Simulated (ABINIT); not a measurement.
# CuO (Cccm) in ABINIT: reference runs

Reference runs on CuO: the cell as given and a disturbed copy.

Everything below comes from runs of ABINIT 10.8.3 (patched build). Logs are shortened: lines on timing, memory, paths and dates and some standing lists are left out, and cuts for length are marked. The log counts tension as positive stress, the text compression.

## 1. Starting point

Symmetry: Cccm, No. 66, orthorhombic system. Conventional cell: a = 3.982 Å, b = 4.307 Å, c = 5.156 Å, α = 90.00°, β = 90.00°, γ = 90.00°. Cu (site symmetry 2/m) is surrounded by 4 O at 1.95 Å. O (site symmetry 222) is surrounded by 4 Cu at 1.95 Å.

Measurements of this composition are mostly on another form, of space group No. 15.

## 2. Single point, PBE

File run.abi:

```
# Pseudopotentials
pp_dirpath "./"
pseudos "Cu.GGA_PBE-JTH.xml, O.GGA_PBE-JTH.xml"

# Structure
acell 2.9328708085 2.9328708085 5.155928 Angstrom
rprim
     0.6788461306    -0.7342805533     0.0000000000
     0.6788461306     0.7342805533     0.0000000000
     0.0000000000     0.0000000000     1.0000000000
ntypat 2
znucl 29 8
natom 4
typat 1 1 2 2
xred
     0.5000000000     0.0000000000     0.0000000000
     0.0000000000     0.5000000000     0.5000000000
     0.5000000000     0.5000000000     0.2500000000
     0.5000000000     0.5000000000     0.7500000000
chkprim 0
chksymtnons 0
tolsym 1.0e-6

# Plane-wave basis
ecut 26.0
pawecutdg 48.0
pawxcdev 0

# k points
kptopt 1
ngkpt 9 9 5
nshiftk 1
shiftk 0.0 0.0 0.0

# Exchange and correlation
ixc 11

# Bands and occupations
nband 30
occopt 3
tsmear 0.05 eV

# SCF cycle
nstep 100
tolvrs 1.0e-9

# Output
iomode 3
prtwf 0
prteig 0
prtebands 0
enunit 2
prtden 1
prtvha 1
prtvclmb 1
prtpot 1
```

Potentials or basis: JTH PAW PBE v2.0.

The run is started by

```
$ mpirun --bind-to none -np 4 abinit run.abi > log 2>&1
```

run.abo:

```text
.Version 10.8.3 of ABINIT
 Symmetries : space group Cc c m (# 66); Bravais oC (1-face-center ortho.)
================================================================================
 Values of the parameters that define the memory need of the present run
     intxc =       0    ionmov =       0      iscf =      17    lmnmax =      18
     lnmax =       6     mgfft =      48  mpssoang =       3    mqgrid =    3039
     natom =       4  nloc_mem =       2    nspden =       1   nspinor =       1
    nsppol =       1      nsym =       8    n1xccc =       1    ntypat =       2
    occopt =       3   xclevel =       2
       mpw =        1920          nfft =       34992          nkpt =          75
Pmy_natom=         1
 PAW method is used; the additional fine FFT grid is defined by:
   mgfftf=        64    nfftf =     82944
================================================================================
================================================================================

--------------------------------------------------------------------------------
------------- Echo of variables that govern the present computation ------------
--------------------------------------------------------------------------------
 -outvars: echo values of preprocessed input variables --------
            acell      5.5423225907E+00  5.5423225907E+00  9.7432918449E+00 Bohr
              amu      6.35460000E+01  1.59994000E+01
          chkprim           0
      chksymtnons           0
             ecut      2.60000000E+01 Hartree
           enunit           2
                       outvar_i_n : Printing only first  50 k-points.
              ixc          11
                       outvar_i_n : Printing only first  50 k-points.
         kptrlatt        9    0    0      0    9    0      0    0    5
          kptrlen      4.87164592E+01
            natom           4
            nband          30
            ngfft          27      27      48
          ngfftdg          36      36      64
             nkpt          75
            nstep         100
             nsym           8
           ntypat           2
                       prtocc : prtvol=0, do not print more k-points.
           occopt           3
        pawecutdg      4.80000000E+01 Hartree
         pawxcdev           0
        prtebands           0
           prteig           0
           prtpot           1
         prtvclmb           1
           prtvha           1
            prtwf           0
            rprim      6.7884613060E-01 -7.3428055330E-01  0.0000000000E+00
                       6.7884613060E-01  7.3428055330E-01  0.0000000000E+00
                       0.0000000000E+00  0.0000000000E+00  1.0000000000E+00
          spgroup          66
           tolsym      1.00000000E-06
           tolvrs      1.00000000E-09
           tsmear      1.83746611E-03 Hartree
            typat      1  1  2  2
           useylm           1
                       outvars : Printing only first  50 k-points.
           xangst      9.9548399995E-01 -1.0767750000E+00  0.0000000000E+00
                       9.9548399995E-01  1.0767750000E+00  2.5779640000E+00
                       1.9909679999E+00  0.0000000000E+00  1.2889820000E+00
                       1.9909679999E+00  0.0000000000E+00  3.8669460000E+00
            xcart      1.8811921226E+00 -2.0348098492E+00  0.0000000000E+00
                       1.8811921226E+00  2.0348098492E+00  4.8716459224E+00
                       3.7623842453E+00  0.0000000000E+00  2.4358229612E+00
                       3.7623842453E+00  0.0000000000E+00  7.3074688837E+00
             xred      5.0000000000E-01  2.5776934942E-17  0.0000000000E+00
                       2.5776934942E-17  5.0000000000E-01  5.0000000000E-01
                       5.0000000000E-01  5.0000000000E-01  2.5000000000E-01
                       5.0000000000E-01  5.0000000000E-01  7.5000000000E-01
            znucl       29.00000    8.00000

================================================================================

 chkinp: Checking input parameters for consistency.

================================================================================
== DATASET  1 ==================================================================

--- !DatasetInfo
iteration_state: {dtset: 1, }
dimensions: {natom: 4, nkpt: 75, mband: 30, nsppol: 1, nspinor: 1, nspden: 1, mpw: 1920, }
cutoff_energies: {ecut:  26.0, pawecutdg:  48.0, }
electrons: {nelect:   5.00000000E+01, charge:   0.00000000E+00, occopt:   3.00000000E+00, tsmear:   1.83746611E-03, }
meta: {optdriver: 0, ionmov: 0, optcell: 0, iscf: 17, paral_kgb: 0, }
...

 Exchange-correlation functional for the present dataset will be:
  GGA: Perdew-Burke-Ernzerhof functional - ixc=11
  J.P.Perdew, K.Burke, M.Ernzerhof, PRL 77, 3865 (1996)

 Real(R)+Recip(G) space primitive vectors, cartesian coordinates (Bohr,Bohr^-1):
 R(1)=  3.7623842 -4.0696197  0.0000000  G(1)=  0.1328945 -0.1228616  0.0000000
 R(2)=  3.7623842  4.0696197  0.0000000  G(2)=  0.1328945  0.1228616  0.0000000
 R(3)=  0.0000000  0.0000000  9.7432918  G(3)=  0.0000000  0.0000000  0.1026347
 Unit cell volume ucvol=  2.9836830E+02 bohr^3
 Angles (23,13,12)=  9.00000000E+01  9.00000000E+01  9.44929174E+01 degrees

 Coarse grid specifications (used for wave-functions):

 getcut: wavevector=  0.0000  0.0000  0.0000  ngfft=  27  27  48
         ecut(hartree)=     26.000   => boxcut(ratio)=   2.04376

 Fine grid specifications (used for densities):

 getcut: wavevector=  0.0000  0.0000  0.0000  ngfft=  36  36  64
[... 69 lines left out ...]
fermie    :   1.79414471E-01
cartesian_stress_tensor: # hartree/bohr^3
- [ -6.33731341E-05,   0.00000000E+00,   0.00000000E+00, ]
- [  0.00000000E+00,  -2.64205247E-05,   0.00000000E+00, ]
- [  0.00000000E+00,   0.00000000E+00,  -3.46440039E-05, ]
pressure_GPa:   1.2204E+00
xred      :
- [  5.0000E-01,   2.5777E-17,   0.0000E+00, Cu]
- [  2.5777E-17,   5.0000E-01,   5.0000E-01, Cu]
- [  5.0000E-01,   5.0000E-01,   2.5000E-01,  O]
- [  5.0000E-01,   5.0000E-01,   7.5000E-01,  O]
cartesian_forces: # hartree/bohr
- [ -5.24176196E-32,   4.84603577E-32,  -0.00000000E+00, ]
- [ -5.24176196E-32,   4.84603577E-32,  -0.00000000E+00, ]
- [ -2.62088098E-31,  -1.45381073E-31,  -0.00000000E+00, ]
- [  3.66923337E-31,   4.84603577E-32,  -0.00000000E+00, ]
force_length_stats: {min:   7.13863651E-32, max:   3.70109635E-31, mean:   2.03147984E-31, }
...

 Integrated electronic density in atomic spheres:
 ------------------------------------------------
 Atom  Sphere_radius  Integrated_density
    1        2.00090         17.30427286
    2        2.00090         17.30427286
    3        1.41465          4.51126282
    4        1.41465          4.51126282

================================================================================

 ----iterations are completed or convergence reached----

 Mean square residual over all n,k,spin=   11.205E-08; max=  54.218E-06
 reduced coordinates (array xred) for    4 atoms
       0.500000000000      0.000000000000      0.000000000000
       0.000000000000      0.500000000000      0.500000000000
       0.500000000000      0.500000000000      0.250000000000
       0.500000000000      0.500000000000      0.750000000000
 rms dE/dt=  7.8886E-31; max dE/dt=  1.5777E-30; dE/dt below (all hartree)
    1       0.000000000000      0.000000000000      0.000000000000
    2       0.000000000000      0.000000000000      0.000000000000
    3       0.000000000000      0.000000000000      0.000000000000
    4      -0.000000000000     -0.000000000000      0.000000000000

 cartesian coordinates (angstrom) at end:
    1      0.99548399994996    -1.07677500001140     0.00000000000000
    2      0.99548399994996     1.07677500001140     2.57796400000000
    3      1.99096799989992     0.00000000000000     1.28898200000000
    4      1.99096799989992     0.00000000000000     3.86694600000000

 cartesian forces (hartree/bohr) at end:
    1     -0.00000000000000     0.00000000000000    -0.00000000000000
    2     -0.00000000000000     0.00000000000000    -0.00000000000000
    3     -0.00000000000000    -0.00000000000000    -0.00000000000000
    4      0.00000000000000     0.00000000000000    -0.00000000000000
 frms,max,avg= 1.4053440E-31 3.6692334E-31   0.000E+00  0.000E+00  0.000E+00 h/b

 cartesian forces (eV/Angstrom) at end:
    1     -0.00000000000000     0.00000000000000    -0.00000000000000
    2     -0.00000000000000     0.00000000000000    -0.00000000000000
    3     -0.00000000000000    -0.00000000000000    -0.00000000000000
    4      0.00000000000000     0.00000000000000    -0.00000000000000
 frms,max,avg= 7.2265692E-30 1.8867957E-29   0.000E+00  0.000E+00  0.000E+00 e/A
 length scales=  5.542322590735  5.542322590735  9.743291844899 bohr
              =  2.932870808500  2.932870808500  5.155928000000 angstroms
 Fermi (or HOMO) energy (hartree) =   0.17941   Average Vxc (hartree)=  -0.40099
 Eigenvalues (hartree) for nkpt=  75  k points:
 kpt#   1, nband= 30, wtk=  0.00247, kpt=  0.0000  0.0000  0.0000 (reduced coord)
  -3.96317   -3.96316   -2.40095   -2.40094   -2.39972   -2.39951   -2.38876   -2.38874
  -0.54899   -0.50130   -0.11904   -0.02219   -0.01630    0.04340    0.05251    0.05293
   0.05955    0.06998    0.08713    0.09128    0.09311    0.09363    0.09585    0.11018
   0.20132    0.20817    0.23116    0.40338    0.44718    0.66877
      occupation numbers for kpt#   1
   2.00000    2.00000    2.00000    2.00000    2.00000    2.00000    2.00000    2.00000
   2.00000    2.00000    2.00000    2.00000    2.00000    2.00000    2.00000    2.00000
   2.00000    2.00000    2.00000    2.00000    2.00000    2.00000    2.00000    2.00000
   0.00001    0.00000    0.00000    0.00000    0.00000    0.00000
 prteigrs : prtvol=0 or 1, do not print more k-points.

 Fermi (or HOMO) energy (eV) =   4.88212   Average Vxc (eV)= -10.91150
 Eigenvalues (   eV  ) for nkpt=  75  k points:
 kpt#   1, nband= 30, wtk=  0.00247, kpt=  0.0000  0.0000  0.0000 (reduced coord)
-107.84326 -107.84295  -65.33325  -65.33300  -65.29969  -65.29408  -65.00136  -65.00100
 -14.93871  -13.64114   -3.23929   -0.60379   -0.44354    1.18094    1.42899    1.44034
   1.62040    1.90421    2.37088    2.48395    2.53362    2.54772    2.60819    2.99806
   5.47826    5.66447    6.29007   10.97665   12.16852   18.19828
 prteigrs : prtvol=0 or 1, do not print more k-points.

--- !EnergyTerms
iteration_state     : {dtset: 1, }
comment             : Components of total free energy in Hartree
kinetic             :  3.68121939320222E+01
hartree             :  1.11439528983314E+02
xc                  : -1.12839435817856E+01
Ewald energy        : -2.38462816714038E+02
psp_core            :  1.40106959657989E+01
local_psp           : -2.78618722014353E+02
PAW spherical_terms : -6.20524385546296E+01
internal            : -4.28155501983670E+02
'-kT*entropy'       : -7.14894972097616E-04
total_energy        : -4.28156216878642E+02
total_energy_eV     : -1.16507241911027E+04
...

--- !EnergyTermsDC
iteration_state     : {dtset: 1, }
comment             : '"Double-counting" decomposition of free energy'
band_energy         : -4.50421021689208E+01
Ewald energy        : -2.38462816714038E+02
psp_core            :  1.40106959657989E+01
xc_dc               : -1.08112672114467E+02
PAW spherical_terms : -5.05486090017683E+01
internal            : -4.28155504033395E+02
'-kT*entropy'       : -7.14894972097616E-04
total_energy_dc     : -4.28156218928367E+02
total_energy_dc_eV  : -1.16507242468786E+04
...

--- !EnergyTermsWithPAWCore
iteration_state     : {dtset: 1, }
comment             : 'Components of total free energy, including PAW core contributions'
Total energy        : -3.46042681085400E+03
Total energy DC     : -3.46042681290373E+03
Total energy (eV)   : -9.41630105260965E+04
Total energy DC (eV): -9.41630105818724E+04
...

 Cartesian components of stress tensor (hartree/bohr^3)
  sigma(1 1)= -6.33731341E-05  sigma(3 2)=  0.00000000E+00
  sigma(2 2)= -2.64205247E-05  sigma(3 1)=  0.00000000E+00
  sigma(3 3)= -3.46440039E-05  sigma(2 1)=  0.00000000E+00

-Cartesian components of stress tensor (GPa)         [Pressure=  1.2204E+00 GPa]
- sigma(1 1)= -1.86450198E+00  sigma(3 2)=  0.00000000E+00
- sigma(2 2)= -7.77318673E-01  sigma(3 1)=  0.00000000E+00
- sigma(3 3)= -1.01926178E+00  sigma(2 1)=  0.00000000E+00

== END DATASET(S) ==============================================================
================================================================================

 -outvars: echo values of variables after computation  --------
            acell      5.5423225907E+00  5.5423225907E+00  9.7432918449E+00 Bohr
           etotal     -4.2815621893E+02
            fcart     -5.2417619639E-32  4.8460357703E-32 -0.0000000000E+00
                      -5.2417619639E-32  4.8460357703E-32 -0.0000000000E+00
                      -2.6208809820E-31 -1.4538107311E-31 -0.0000000000E+00
                       3.6692333748E-31  4.8460357703E-32 -0.0000000000E+00
            rprim      6.7884613060E-01 -7.3428055330E-01  0.0000000000E+00
                       6.7884613060E-01  7.3428055330E-01  0.0000000000E+00
                       0.0000000000E+00  0.0000000000E+00  1.0000000000E+00
           strten     -6.3373134062E-05 -2.6420524697E-05 -3.4644003892E-05
                       0.0000000000E+00  0.0000000000E+00  0.0000000000E+00
           xangst      9.9548399995E-01 -1.0767750000E+00  0.0000000000E+00
                       9.9548399995E-01  1.0767750000E+00  2.5779640000E+00
                       1.9909679999E+00  0.0000000000E+00  1.2889820000E+00
                       1.9909679999E+00  0.0000000000E+00  3.8669460000E+00
             xred      5.0000000000E-01  2.5776934942E-17  0.0000000000E+00
                       2.5776934942E-17  5.0000000000E-01  5.0000000000E-01
                       5.0000000000E-01  5.0000000000E-01  2.5000000000E-01
                       5.0000000000E-01  5.0000000000E-01  7.5000000000E-01
 Calculation completed.
```

Wall time 55 s (4 MPI ranks of Arm Neoverse V1, shared host); peak memory 0.48 GiB.

Results:

```yaml
Free_energy: -11650.7242 eV
Pressure: 1.2 GPa
Band_gap_on_the_k_mesh: none (metal or under the smearing width)
Valence_electrons_inside_the_program's_atomic_spheres: Cu 17.30; O 4.51
```

Stress tensor (GPa, compression positive):
```
1.86 0.00 0.00
0.00 0.78 0.00
0.00 0.00 1.02
```

Caveat: the run has no spin polarisation, though such a crystal can be magnetic; semilocal functionals often make such compounds metallic where correlation or magnetic order opens a gap, which also shifts bond lengths. With open d or f shells a metallic result of PBE can be an artefact of self-interaction; +U or a hybrid may open a gap.

(Part 1 of 2 ends here.)
